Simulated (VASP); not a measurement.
# LiTaO2 (P-3m1) in VASP: relaxation of cell and atoms with PBE

Aim: the relaxation of cell and atoms of LiTaO2 with PBE.

Program: VASP 6.6.1. These are calculated values, not measurements. Logs are shortened: lines on timing, memory, paths and dates and some standing lists are left out, and cuts for length are marked.

## 1. The crystal as given

The structure is trigonal, space group P-3m1 (No. 164). Conventional cell: a = 3.080 Å, b = 3.080 Å, c = 5.250 Å, α = 90.00°, β = 90.00°, γ = 120.00°. Li (site symmetry -3m) has 6 O at 2.29 Å and 2 Ta at 2.62 Å as nearest neighbours. Ta (site symmetry -3m) has 6 O at 2.13 Å as nearest neighbours. Around O (site symmetry 3m) lie 3 Ta at 2.13 Å and 3 Li at 2.29 Å.

The cell was built by a generator and needn't be a form met in nature.

## 2. Relaxation of cell and atoms, PBE

Contents of INCAR:

```
SYSTEM = LiTaO2
PREC = Normal
ENCUT = 520
EDIFF = 1E-4
ISMEAR = 0
SIGMA = 0.15
LREAL = .False.
LASPH = .True.
NELM = 60
ALGO = Fast
ISIF = 3
LWAVE = .False.
LCHARG = .False.
GGA = PE
IBRION = 2
NSW = 24
EDIFFG = -0.08
```

Contents of KPOINTS:

```
regular mesh
0
Gamma
  6 6 3
  0 0 0
```

Contents of POSCAR:

```
LiTaO2
1.0
    3.0800000000      0.0000000000      0.0000000000
   -1.5400000000      2.6673582400      0.0000000000
    0.0000000000      0.0000000000      5.2500000000
Li Ta O
1 1 2
Direct
    0.0000000000      0.0000000000      0.5000000000
    0.0000000000      0.0000000000      0.0000000000
    0.6666666700      0.3333333300      0.7750000000
    0.3333333300      0.6666666700      0.2250000000
```

Potentials or basis: VASP PAW PBE potentials, release 64 (Li_sv, Ta_pv, O).

Run with:

```
> cat potpaw_PBE.64/Li_sv/POTCAR potpaw_PBE.64/Ta_pv/POTCAR potpaw_PBE.64/O/POTCAR > POTCAR
> mpirun -np 1 vasp_std > vasp.out
```

OUTCAR:

```text
SYSTEM = LiTaO2
   PREC = Normal
   ENCUT = 520
   EDIFF = 1E-4
   ISMEAR = 0
   LREAL = .False.
   LASPH = .True.
   NELM = 60
   ISIF = 3
   GGA = PE
   IBRION = 2
   NSW = 24
   EDIFFG = -0.08

 ion  position               nearest neighbor table
   1  0.000  0.000  0.500-   2 2.62   2 2.62
   2  0.000  0.000  0.000-   3 2.13   4 2.13   4 2.13   3 2.13   3 2.13   4 2.13   1 2.62   1 2.62

   3  0.667  0.333  0.775-   2 2.13   2 2.13   2 2.13
   4  0.333  0.667  0.225-   2 2.13   2 2.13   2 2.13

  LATTYP: Found a hexagonal cell.
 ALAT       =     3.0800000000
 C/A-ratio  =     1.7045454545

  Lattice vectors:

 A1 = (   3.0800000000,   0.0000000000,   0.0000000000)
 A2 = (  -1.5400000000,   2.6673582400,   0.0000000000)
 A3 = (   0.0000000000,   0.0000000000,   5.2500000000)

Analysis of symmetry for initial positions (statically):
=====================================================================
 Subroutine PRICEL returns:
 Original cell was already a primitive cell.

 Routine SETGRP: Setting up the symmetry group for a
 hexagonal supercell.

 Subroutine GETGRP returns: Found 12 space group operations
 (whereof 12 operations were pure point group operations)
 out of a pool of 24 trial point group operations.

The static configuration has the point symmetry D_3d.

Analysis of symmetry for dynamics (positions and initial velocities):
=====================================================================
 Subroutine PRICEL returns:
 Original cell was already a primitive cell.

 Routine SETGRP: Setting up the symmetry group for a
 hexagonal supercell.

 Subroutine GETGRP returns: Found 12 space group operations
 (whereof 12 operations were pure point group operations)
 out of a pool of 24 trial point group operations.

The dynamic configuration has the point symmetry D_3d.

 Subroutine INISYM returns: Found 12 space group operations
 (whereof 12 operations are pure point group operations),
 and found     1 'primitive' translations

----------------------------------------------------------------------------------------

                                     Primitive cell

  volume of cell :      43.1312

  direct lattice vectors                    reciprocal lattice vectors
     3.080000000  0.000000000  0.000000000     0.324675325  0.187451386  0.000000000
    -1.540000000  2.667358240  0.000000000     0.000000000  0.374902773  0.000000000
     0.000000000  0.000000000  5.250000000     0.000000000  0.000000000  0.190476190

  length of vectors
     3.080000000  3.079999997  5.250000000     0.374902772  0.374902773  0.190476190

  position of ions in fractional coordinates (direct lattice)
     0.000000000  0.000000000  0.500000000
     0.000000000  0.000000000  0.000000000
     0.666666670  0.333333330  0.775000000
     0.333333330  0.666666670  0.225000000

  ion indices of the primitive-cell ions
   primitive index   ion index
                 1           1
                 2           2
                 3           3
                 4           4

----------------------------------------------------------------------------------------

 KPOINTS: regular mesh

Automatic generation of k-mesh.
 Grid dimensions read from file:
 generate k-points for:    6    6    3

 Generating k-lattice:

  Cartesian coordinates                     Fractional coordinates (reciprocal lattice)
     0.054112554  0.031241898  0.000000000     0.166666667  0.000000000  0.000000000
     0.000000000  0.062483795  0.000000000     0.000000000  0.166666667  0.000000000
     0.000000000  0.000000000  0.063492063     0.000000000  0.000000000  0.333333333

  Length of vectors
     0.062483795  0.062483795  0.063492063

  Shift w.r.t. Gamma in fractional coordinates (k-lattice)
     0.000000000  0.000000000  0.000000000

 Subroutine IBZKPT returns following result:
 ===========================================

 Found     17 irreducible k-points:

 Following reciprocal coordinates:
            Coordinates               Weight
  0.000000  0.000000  0.000000      1.000000
  0.166667 -0.000000  0.000000      6.000000
  0.333333 -0.000000  0.000000      6.000000
  0.500000 -0.000000  0.000000      3.000000
  0.166667  0.166667  0.000000      6.000000
  0.333333  0.166667  0.000000     12.000000
[... 9 lines left out ...]
 -0.166667  0.500000  0.333333     12.000000
  0.333333  0.333333  0.333333      4.000000
   k-points           NKPTS =     17   k-points in BZ     NKDIM =     17   number of bands    NBANDS=     17
   number of dos      NEDOS =    301   number of ions     NIONS =      4
   total plane-waves  NPLWV =   9720
   dimension x,y,z NGX =    18 NGY =   18 NGZ =   30
   dimension x,y,z NGXF=    36 NGYF=   36 NGZF=   60
   ions per type =               1   1   2
   NGX,Y,Z   is equivalent  to a cutoff of   9.72,  9.72,  9.50 a.u.
   NGXF,Y,Z  is equivalent  to a cutoff of  19.43, 19.43, 19.00 a.u.
 SYSTEM =  LiTaO2
   PREC   = normal    normal or accurate (medium, high low for compatibility)
   ISTART =      0    job   : 0-new  1-cont  2-samecut
   ICHARG =      2    charge: 1-file 2-atom 10-const
   ISPIN  =      1    spin polarized calculation?
   LNONCOLLINEAR =      F non collinear calculations
   LSORBIT =      F    spin-orbit coupling
   LASPH  =      T    aspherical Exc in radial PAW
   ENCUT  =  520.0 eV  38.22 Ry    6.18 a.u.   5.73  5.73  9.76*2*pi/ulx,y,z
   NELM   =     60;   NELMIN=  2; NELMDL= -5     # of ELM steps
   EDIFF  = 0.1E-03   stopping-criterion for ELM
   LREAL  =      F    real-space projection
   EDIFFG = -.8E-01   stopping-criterion for IOM
   NSW    =     24    number of steps for IOM
   IBRION =      2    ionic relax: 0-MD 1-quasi-New 2-CG
   NFREE  =      1    steps in history (QN), initial steepest desc. (CG)
   ISIF   =      3    stress and relaxation
   ISYM   =      2    0-nonsym 1-usesym 2-fastsym
   POTIM  = 0.5000    time-step for ionic-motion
   TEBEG  =    0.0;   TEEND  =   0.0 temperature during run
   PSTRESS=    0.0 pullay stress
   NELECT =      26.0000    total number of electrons
   NUPDOWN=      -1.0000    fix difference up-down
   EMIN   =  10.00;   EMAX   =-10.00  energy-range for DOS
   EFERMI =   0.00;   METHOD = LEGACY
   ISMEAR =     0;   SIGMA  =   0.15  broadening in eV -4-tet -1-fermi 0-gaus
   EFERMI_NEDOS =   21; number of points for ismear=-14 and -15
   IALGO  =     68    algorithm
   IMIX   =      4    mixing-type and parameters
     AMIX     =   0.40;   BMIX     =  1.00
     AMIX_MAG =   1.60;   BMIX_MAG =  1.00
  volume/ion in A,a.u.               =      10.78        72.77
  Fermi-wavevector in a.u.,A,eV,Ry     =   1.382936  2.613371 26.021314  1.912513
  Thomas-Fermi vector in A             =   2.507581
   LORBIT       =      0    0 simple, 1 ext, 2 COOP (PROOUT), +10 PAW based schemes
   GGA     = PE    functional components
   LHFCALC =     F    Hartree Fock is set to
   AEXX    =    0.0000 exact exchange contribution
   IVDW    =     0    specifies the selected vdW correction
   LEPSILON=     F    determine dielectric tensor
   LRPA    =     F    only Hartree local field effects (RPA)
 conjugate gradient relaxation of ions
 non-spin polarized calculation
 RMM-DIIS sequential band-by-band and
 Gauss-broadening in eV      SIGMA  =   0.15
  energy-cutoff  :      520.00
  volume of cell :       43.13
 maximum number of plane-waves:      1172
   NGX = 11   NGY = 11   NGZ = 19

--------------------------------------- Ionic step        1  -------------------------------------------

 number of electron      25.9999950 magnetization

 Free energy of the ion-electron system (eV)
  ---------------------------------------------------
  ext. energy  EPLUGINS =         0.00000000
  ---------------------------------------------------
  free energy    TOTEN  =       -31.28974313 eV

  energy without entropy =      -31.26817258  energy(sigma->0) =      -31.27895786

------------------------ aborting loop because EDIFF is reached ----------------------------------------

  FORCE on cell =-STRESS in cart. coord.  units (eV):
  Direction    XX          YY          ZZ          XY          YZ          ZX
  --------------------------------------------------------------------------------------
  -------------------------------------------------------------------------------------
  Total       -2.7100433     -2.7100433      5.5873039      0.0000000      0.0000000      0.0000000
  in kB     -100.6689299   -100.6689296    207.5494125      0.0000000      0.0000000      0.0000000
  external PRESSURE =       2.0705177 kB  Pullay stress =       0.0000000 kB
[... 95 lines left out ...]
  FREE ENERGIE OF THE ION-ELECTRON SYSTEM (eV)
  ---------------------------------------------------
  free  energy   TOTEN  =       -32.0283662358 eV

  energy  without entropy=      -32.0169175924  energy(sigma->0) =      -32.02264191

[... ionic steps 4 to 8 ...]

--------------------------------------- Ionic step        9  -------------------------------------------

 number of electron      25.9999991 magnetization

------------------------ aborting loop because EDIFF is reached ----------------------------------------

  FORCE on cell =-STRESS in cart. coord.  units (eV):
  Direction    XX          YY          ZZ          XY          YZ          ZX
  --------------------------------------------------------------------------------------
  -------------------------------------------------------------------------------------
  Total       -0.2750854     -0.2750854     -0.1219989      0.0000000     -0.0000000      0.0000000
  in kB      -11.1049416    -11.1049415     -4.9249812      0.0000000     -0.0000000      0.0000000
  external PRESSURE =      -9.0449548 kB  Pullay stress =       0.0000000 kB
[... 61 lines left out ...]
  energy  without entropy=      -32.1730332950  energy(sigma->0) =      -32.17773400

--------------------------------------- Ionic step       11  -------------------------------------------

 number of electron      26.0000004 magnetization

 Free energy of the ion-electron system (eV)
  ---------------------------------------------------
  ext. energy  EPLUGINS =         0.00000000
  ---------------------------------------------------
  free energy    TOTEN  =       -32.18456809 eV

  energy without entropy =      -32.17530568  energy(sigma->0) =      -32.17993688

 E-fermi :   5.8400     XC(G=0): -11.6764

 val. band max:        5.7603170227   @ k =   0.1667   0.1667   0.0000
 cond. band min:       5.9613734830   @ k =   0.1667   0.1667   0.3333
 fundamental gap:      0.2010564603
 Fermi energy:         5.8399962194

 k-point     1 :       0.0000    0.0000    0.0000
  band No.  band energies     occupation
      1     -39.7765      2.00000
      2     -29.5126      2.00000
      3     -28.8171      2.00000
      4     -28.8171      2.00000
      5     -14.4852      2.00000
      6     -13.2535      2.00000
[... 9 lines left out ...]
     16       8.9009      0.00000
     17      10.4039      0.00000
[... 349 lines left out ...]
  FREE ENERGIE OF THE ION-ELECTRON SYSTEM (eV)
  ---------------------------------------------------
  free  energy   TOTEN  =       -32.1845680911 eV

  energy  without entropy=      -32.1753056754  energy(sigma->0) =      -32.17993688

 reached required accuracy - stopping structural energy minimisation
```

Run time: 28 s. Hardware: 1 thread of Intel Xeon 6975P-C (Granite Rapids), shared host; peak memory 0.14 GiB.

These settings aren't checked as converged: the numbers below hold their error.

Results:

```yaml
Free_energy: -32.1846 eV
Relaxed_volume: 9.83 Å³/atom
Relaxed_cell: a = 2.859 Å, b = 2.859 Å, c = 5.556 Å, α = 90.00°, β = 90.00°, γ = 120.00°
Space_group_after_relaxing_to_0.05_Å: P-3m1 (No. 164)
Energy_gained_by_relaxing: 223.7 meV/atom
Ionic_steps: 11
Largest_force_after_relaxing: 0.017 eV/Å
Band_gap_on_the_k_mesh: none (metal or under the smearing width)
```

Caveat: the k mesh is coarse (spacing up to 0.40 Å⁻¹), so the values aren't converged; the cutoff is under 1.25 times the usual one of these potentials, so pressure, stress and relaxed cells hold a basis-set (Pulay) error; the relaxation stopped at a loose force limit of 0.08 eV/Å, so its end isn't a converged minimum.
